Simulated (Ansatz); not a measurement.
Reaction (formal exchange of groups at the Se–C bond): `C[Se]C(F)(F)F` + `CO[SiH3]` → `CO[SiH2][Se]C` + `FC(F)F`

Computed with Ansatz on PBE0-D4/def2-TZVP structures; ΔE is electronic, products minus reactants. CBS: MP2 limit from def2 TZ/QZ plus the TZ coupled-cluster correction, frozen cores. This one scheme is used for every species. DFT in def2-TZVPP. For Se outer-core shells are correlated without core-valence functions, which leaves a few kJ/mol of doubt a bond. Scalar relativity is left out up to krypton. One conformer a species, not always the lowest.

`C[Se]C(F)(F)F`:

Cartesian coordinates in Å:
```
C 0.857 1.099 -0.470
Se -0.826 0.301 -1.014
C -0.861 -1.041 0.404
F 0.189 -1.866 0.356
F -1.966 -1.772 0.272
F -0.867 -0.498 1.624
H 1.044 1.907 -1.176
H 1.658 0.365 -0.533
H 0.772 1.505 0.536
```

`CO[SiH3]`:

```xyz
9

C     0.218    0.890    1.007
O     0.569    0.476   -0.293
Si   -0.139   -0.810   -1.027
H    -0.840    1.171    1.068
H     0.822    1.761    1.264
H     0.413    0.103    1.746
H     0.483   -0.924   -2.366
H    -1.610   -0.607   -1.154
H     0.084   -2.059   -0.245
```

`CO[SiH2][Se]C`:

Cartesian coordinates in Å:
```
C -1.002 0.578 1.606
O -0.305 1.598 0.929
Si 0.420 1.377 -0.524
Se 1.915 -0.326 -0.597
C 0.661 -1.763 -1.046
H -1.439 1.005 2.510
H -0.327 -0.235 1.894
H -1.811 0.166 0.991
H -0.607 1.065 -1.558
H 1.147 2.634 -0.798
H 1.258 -2.586 -1.435
H -0.032 -1.423 -1.813
H 0.120 -2.090 -0.161
```

`FC(F)F`:

```xyz
5

F    -0.578    0.874    0.789
C     0.005   -0.052    0.030
F    -0.734   -0.230   -1.063
F     1.203    0.398   -0.338
H     0.103   -0.990    0.581
```

```csv
level,ΔE (kcal/mol)
PBE0-D4,-30.2
B2PLYP,-28.9
PBE,-27.8
SCS-MP2/def2-TZVPP,-29.8
```

Q: What does CCSD(T)/CBS give? (Best estimate.)

A: Ansatz gave: -30.1 kcal/mol. The listed levels differ from it by -0.1, 1.2, 2.3, 0.3 kcal/mol.

Largest T1 diagnostic among the species: 0.012.

From PBE to PBE0 (25 % exact exchange), in def2-TZVPP and without D4, ΔE moves by −1.7 kcal/mol. The D4 term adds −1.2 kcal/mol with B3LYP and −0.7 kcal/mol with PBE0; it sums over pairs of atoms, weighted by their polarisabilities, and B3LYP, whose exchange is more repulsive, gets the larger term.

B3LYP here is the variant with VWN-RPA as its local correlation; programs differ in this.

CCSD(T)/CBS has its own doubt, a few kJ/mol and more with outer-core shells, so smaller differences from it don't rank the levels.
